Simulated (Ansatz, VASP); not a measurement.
# In3GaP4 (ordered alloy, x = 0.25, built in the cubic cell of 8 atoms (invented)): VASP beside Ansatz, part 2 of 2

Wanted: the spread between two codes on one cell, functional and k mesh. The cell is generated by rule, not measured, and may not be a known phase. The cell is taken from a series of runs on this material, whose earlier steps may have relaxed, scaled, displaced or heated it; both programs get it as it stands.

VASP 6.6.1 and Ansatz 0.2.0.

So far: The structure; VASP: relaxation of cell and atoms, r2SCAN.

**3. Ansatz: relaxation of cell and atoms, r2SCAN**

Level of this step: Ansatz beside VASP: Kohn-Sham DFT, plane waves, r2SCAN (Ansatz).

Ansatz runs on its PAW soft_1 files.

The same cell, functional, mesh and smearing now go to Ansatz, which takes its cutoff from its data sets.

The input, input.yaml:

```yaml
crystal:
  lattice:
    - [5.7967000356, 0.0, 0.0]
    - [0.0, 5.7967000356, 0.0]
    - [0.0, 0.0, 5.7967000356]
  atoms:
    - { symbol: Ga, position: [0.0, 0.0, 0.0] }
    - { symbol: In, position: [0.0, 0.5, 0.5] }
    - { symbol: In, position: [0.5, 0.0, 0.5] }
    - { symbol: In, position: [0.5, 0.5, 0.0] }
    - { symbol: P, position: [0.2389751044, 0.2389751044, 0.2389751044] }
    - { symbol: P, position: [0.2389751044, 0.7610248956, 0.7610248956] }
    - { symbol: P, position: [0.7610248956, 0.2389751044, 0.7610248956] }
    - { symbol: P, position: [0.7610248956, 0.7610248956, 0.2389751044] }
kpoints:
  mp_grid: { grid: [4, 4, 4] }
hamiltonian:
  xc: r2scan
  pseudopotentials: { kind: paw, azcp: { folder: soft_1 } }
scf:
  occupations: { method: gaussian, width: 0.02 }
output:
  forces: true
  stress: true
  eigenvalues: true
relax:
  adjacent_minimum: "off"
  f_tol: 0.005
  max_steps: 80
  cell: { stress_tol: 0.05 }
```

Command:

```bash
> ansatz run input.yaml --threads 4 --pin off --max-ram 9216MiB --backend cpu --events-out ev --progress --plain --runs-dir out
```

Numbers of over 12 decimals in the logs are rounded to 6 here.

What it wrote:

```text
Engine: ansatz 0.2.0, x86_64-unknown-linux-gnu
Pseudopotentials: kind: paw
Pseudopotential: Ga, paw, valence charge 13, recommended cutoff 500 eV (meta_gga), soft_1/Ga.paw.azcp
Pseudopotential: In, paw, valence charge 13, recommended cutoff 500 eV (meta_gga), soft_1/In.paw.azcp
Pseudopotential: P, paw, valence charge 5, recommended cutoff 500 eV (meta_gga), soft_1/P.paw.azcp
Functional definition: r2SCAN
  parameter k0 = 0.174
  parameter k1 = 0.065
  parameter a1 = 4.9479
  exchange = r2scan_x(k0 = k0, k1 = k1, a1 = a1)
  correlation = r2scan_c
Crystal: 8 atoms, lattice volume = 194.779 Å³
Basis set: ecut = 500 eV, 4945 PW (Γ), exchange–correlation on 180×180×180 points (64 copies of the dense FFT grid, shifted against one another)
Bands: 44, of which v1, the nominal top of the filled ones, is band 36 counted from 1 (35 counted from 0)
Symmetry: 24 space group operations
Space group: P-43m (ITA 215), of the structure as read, at distance tolerance 5.8e-5 Å
k-points: 10 of 64 (time reversal used)
Non-local potential: Ga, projectors of the file, l = 0: 2, l = 1: 2, l = 2: 3, l = 3: 1
Non-local potential: In, projectors of the file, l = 0: 2, l = 1: 2, l = 2: 2, l = 3: 1
Non-local potential: P, projectors of the file, l = 0: 2, l = 1: 2, l = 2: 1
PAW form: soft (Blöchl's): semilocal exchange-correlation on the pseudo side does not see the compensation charge
PAW frozen core: Ga, regenerated for the run's functional (the file was generated under x = pbe(κ = 0.804, μ = 0.219515), c = pbe(β = 0.066725))
PAW frozen core: In, regenerated for the run's functional (the file was generated under x = pbe(κ = 0.804, μ = 0.219515), c = pbe(β = 0.066725))
PAW frozen core: P, regenerated for the run's functional (the file was generated under x = pbe(κ = 0.804, μ = 0.219515), c = pbe(β = 0.066725))
PAW one-centre angular grid: Ga, 590 points (default); XC on 160 Gauss nodes
PAW one-centre angular grid: In, 590 points (default); XC on 160 Gauss nodes
PAW one-centre angular grid: P, 302 points (default); XC on 160 Gauss nodes
Initial density: superposition of atomic densities (chi_scale 0.1, normalization cell, long waves kept (reshape's long-wave potential 0.01 eV rms))
Initial wavefunctions: pseudopotential atomic-orbital guess
Functional: x = r2scan, c = r2scan; τ floored in thin density (d = 2e-4 eV/Å³)
SCF iter   1: F=—  HF=-23665.979826 eV  |F-HF|=—  |Δ(HF+E_count)|=         —  Δρ=3.84e-2  dr2=3.08e0  dr2_τ=8.54e-2  ethr=3.10e-3  ⟨swp⟩=8.4  Hψ=2046  notcnv=0
preconditioner: auto → Resta (q_TF=auto, 2.311 Å⁻¹)  ε∞=3.6  [insulator: Δε(μ)=1.283 eV  Ē_g=13.914 eV  σ=0.020 eV  W_gap=1.00  n_scr=32 (ndim 8)  ℏωp=22.6 eV  f_vac=0.000  D(μ)=0.00/eV (n_scr^D=0)  ε∞_Penn≈3.6]
SCF iter   2: F=—  HF=-23665.677250 eV  |F-HF|=—  |Δ(HF+E_count)|=   3.03e-1  Δρ=2.17e-2  dr2=7.91e-1  dr2_τ=4.73e-3  ethr=3.10e-3  ⟨swp⟩=2.1  Hψ=647  notcnv=0  defer=30
SCF iter   3: F=—  HF=-23665.735869 eV  |F-HF|=—  |Δ(HF+E_count)|=   5.86e-2  Δρ=3.83e-3  dr2=3.66e-2  dr2_τ=9.75e-4  ethr=1.10e-3  ⟨swp⟩=2.4  Hψ=553  notcnv=0  defer=30
SCF iter   4: F=—  HF=-23665.737992 eV  |F-HF|=—  |Δ(HF+E_count)|=   2.12e-3  Δρ=8.36e-4  dr2=2.22e-3  dr2_τ=4.59e-5  ethr=5.09e-5  ⟨swp⟩=4.0  Hψ=900  notcnv=0  defer=30
SCF iter   5: F=—  HF=-23665.738442 eV  |F-HF|=—  |Δ(HF+E_count)|=   4.50e-4  Δρ=5.88e-4  dr2=3.95e-4  dr2_τ=4.81e-6  ethr=3.08e-6  ⟨swp⟩=2.0  Hψ=818  notcnv=0  defer=30
SCF iter   6: F=—  HF=-23665.738314 eV  |F-HF|=—  |Δ(HF+E_count)|=   1.28e-4  Δρ=1.60e-4  dr2=5.16e-5  dr2_τ=8.74e-7  ethr=5.49e-7  ⟨swp⟩=2.0  Hψ=763  notcnv=0  defer=30
SCF iter   7: F=—  HF=-23665.738250 eV  |F-HF|=—  |Δ(HF+E_count)|=   6.37e-5  Δρ=3.89e-5  dr2=2.79e-6  dr2_τ=7.23e-8  ethr=7.17e-8  ⟨swp⟩=2.0  Hψ=795  notcnv=0  defer=30
SCF iter   8: F=—  HF=-23665.738253 eV  |F-HF|=—  |Δ(HF+E_count)|=   2.26e-6  Δρ=9.38e-6  dr2=1.73e-7  dr2_τ=3.06e-9  ethr=3.88e-9  ⟨swp⟩=2.0  Hψ=770  notcnv=0  defer=30
SCF iter   9: F=-23665.738253 eV  HF=-23665.738253 eV  |F-HF|=2.22e-9  |Δ(HF+E_count)|=   1.11e-7  Δρ=1.35e-6  dr2=7.43e-9  dr2_τ=2.52e-10  ethr=1.39e-10  ⟨swp⟩=12.8  Hψ=2011  notcnv=0
SCF 1 converged in 9 iterations: F = -23665.738253 eV  dr2 = 7.43e-9
  greatest PAW one-centre occupation: 0.993 electrons in one spin orbital (limit 2), on the Ga atom at site 0 (counted from 0), in its partial waves of l = 2
relax step   1: F+E_penalty+E_count = -23665.73825274 eV  Δ(F+E_penalty+E_count) = +0.000e0 eV  max|allowed force component| = 7.921e-3 eV/Å  Δτ_max = 0.0000 Å  P = -0.141 GPa  Ω = 194.779 Å³  (9 SCF iters, dr2 threshold 1.00e-7 eV, accepted)
[...]
relax step   2: F+E_penalty+E_count = -23665.73848646 eV  Δ(F+E_penalty+E_count) = -2.337e-4 eV  max|allowed force component| = 4.673e-3 eV/Å  Δτ_max = 0.0006 Å  P = +0.016 GPa  Ω = 194.354 Å³  energy of the carried Pulay correction = +4.075e-5 eV  (7 SCF iters, dr2 threshold 4.96e-8 eV, accepted)
[...]
relax step   3: F+E_penalty+E_count = -23665.73844022 eV  Δ(F+E_penalty+E_count) = +4.624e-5 eV  max|allowed force component| = 4.673e-3 eV/Å  Δτ_max = 0.0000 Å  P = +0.016 GPa  Ω = 194.354 Å³  stress off target by 1.55e-2 GPa  SCF on the basis re-selected at this cell (its energy is not comparable with the rows above)  (5 SCF iters)
basis re-selected at this cell: Δ(F+E_penalty+E_count) = +4.624e-5 eV, ΔP = -0.000 GPa vs the last step (what re-selecting the basis moved, of the pressure what is left beyond the Pulay correction that the steps carried, after the strain that the cell walked since its last selection, with what the two solves' SCF thresholds leave and, on support functions, any second-order correction that the steps lacked; it is no m [...]
SCF converged after 5 iterations
Free energy (F): -23665.738440 eV
Harris-Foulkes:  -23665.738440 eV  (|F-HF|=1.82e-11)
Internal energy: -23665.738440 eV  (E = F + TS)
E sigma→0 (E₀):  -23665.738440 eV
Fermi energy:    7.276458 eV
--- Per-component energies (eV) ---
  E_band       = -261.438396
  E_kinetic    = 1040.483927
  E_local      = -5737.524731  (includes V_loc(G=0)·N_el)
  E_nonlocal   = 1018.488738
  E_hartree    = 2652.224617
  E_xc         = -723.036821
  E_vxc        = -600.488063  (∫ρ·V_xc dr)
  E_paw        = -16981.499672  (= ΣΔE_a)
  E_vpaw       = -1320.798539  (= ΣTr[D̂ρ^β])
  E_aug_tail   = -0.000231  (compensation charges beyond the density's cutoff)
  E_vtau       = 33.951465  (kinetic-family band-sum trace: ∫τ·v_τ [+ j·A + Jᵃ·Aᵃ] dr)
  E_ewald      = -4936.754482
  E_core_change = 1.880214  (= ΣΔE_core)
  E_smearing   = -0.000000  (= −TS)
  E_closure    = -0.000000  (closes the sum)
  Σ components = -23665.738440   (vs F -23665.738440, Δ=0.00e0)
--- Forces (eV/Å), atoms counted from 1 ---
  atom   1  Ga    -0.00000000    -0.00000000     0.00000000
  atom   2  In     0.00000000     0.00000000     0.00000000
  atom   3  In     0.00000000    -0.00000000     0.00000000
  atom   4  In     0.00000000     0.00000000    -0.00000000
  atom   5  P     -0.00467310    -0.00467310    -0.00467310
  atom   6  P     -0.00467310     0.00467310     0.00467310
  atom   7  P      0.00467310    -0.00467310     0.00467310
  atom   8  P      0.00467310     0.00467310    -0.00467310
  max |Σ_I F_I| component: 1.47e-16 eV/Å
--- Stress (GPa, compression-positive) ---
        0.015510       0.000000      -0.000000
        0.000000       0.015510       0.000000
       -0.000000       0.000000       0.015510
  P = ⅓ Tr σ = 0.0155 GPa (0.155 kbar)
--- Band table (eV; the first three rows and the last of 10) ---
  k-point 0: bands = [... 32 lower, 4.3468, 6.6674, 6.6674, 6.6674, 7.8851, 8.7062, 8.7062, 8.7062, ... 4 higher]
  k-point 1: bands = [... 32 lower, 4.5061, 5.1945, 6.1605, 6.1605, 8.8027, 9.2110, 9.5493, 9.6393, ... 4 higher]
  k-point 2: bands = [... 32 lower, 5.0427, 5.0427, 5.3854, 5.3854, 9.3201, 9.3433, 10.1539, 10.3791, ... 4 higher]
  k-point 9: bands = [... 32 lower, 5.7687, 5.7687, 5.8924, 5.8924, 8.0734, 8.6221, 8.6221, 8.6221, ... 4 higher]
--- Relaxed structure (2 steps of the walk, 2 accepted, 1 SCFs on fresh bases) ---
  F+E_penalty+E_count = -23665.73844022 eV   max|allowed force component| = 4.673e-3 eV/Å   (the final SCF, on the basis selected at the relaxed cell)
  cell:  # Å, volume = 194.3538 Å³
    - [5.792478, 0, 0]
    - [0, 5.792478, 0]
    - [0, 0, 5.792478]
  atoms:
    - { symbol: Ga, position: [0, 0, 0] }
    - { symbol: In, position: [0, 0.5, 0.5] }
    - { symbol: In, position: [0.5, 0, 0.5] }
    - { symbol: In, position: [0.5, 0.5, 0] }
    - { symbol: P, position: [0.238915, 0.238915, 0.238915] }
    - { symbol: P, position: [0.238915, 0.761085, 0.761085] }
    - { symbol: P, position: [0.761085, 0.238915, 0.761085] }
    - { symbol: P, position: [0.761085, 0.761085, 0.238915] }
```

**4. Side by side**

Known differences besides the potentials themselves: VASP keeps PBE cores, Ansatz makes them for the functional; the cutoff is 500 eV in Ansatz and 550 eV in VASP; Ansatz adds a Pulay correction to the stress that steers its cell, VASP none. Total energies have different zeros and are not compared.

Both answers:

| quantity | Ansatz | VASP | difference |
| --- | --- | --- | --- |
| volume (Å³) | 194.35 | 194.10 | +0.13 % |
| edge a after relaxation, in the typed setting (Å) | 5.793 | 5.790 | +0.04 % |

**5. Results**

- difference in volume (relaxation of cell and atoms, r2SCAN): 0.13 %

What this shows: The difference in volume is 0.13 % (relaxation of cell and atoms, r2SCAN), within the 1.2 % picked in this series as the mark of a large difference, as far as the stopping tolerances let one tell. Such differences can come from data sets, numerical settings and the points named under the comparisons, not from the functional's error against experiment.

[Lines on the potential files, build, host, timing and source positions are cut from VASP's logs without a mark.]

[Logs are printed without paths, hosts, clocks, repeated set-up lines and the standing remarks that a program may print on its own settings, such as how far it seeks lower states.]

[Hosts, paths, dates, database ids (printed as entryN), source tags and the programs' standing remarks are cut or masked in the printed files.]
